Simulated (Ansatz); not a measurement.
LiI:
```
CELL_PARAMETERS angstrom
      0.00000     3.00938     3.00938
      3.00938     0.00000     3.00938
      3.00938     3.00938     0.00000
ATOMIC_POSITIONS crystal
  Li 0.00000 0.00000 0.00000
  I  0.50000 0.50000 0.50000
```

This is the r²SCAN-relaxed structure.

All from r²SCAN in the plane-wave PAW code Ansatz, unless another level is named. Estimate the Hill bulk and shear moduli.

20.9 and 13.6 GPa.

Give the zero-point energy.

21.9 meV/atom.

Predict the vibrational entropy at 300 K.

43.7 J/(K·mol of atoms).

Space group Fm-3m (rock salt). Symmetry was held in the r²SCAN relaxation; phonons on a q-mesh show no instability. Scalar-relativistic: spin–orbit coupling is off unless named, which matters more the heavier the elements.

Potentials: the later of the program's two PAW sets.
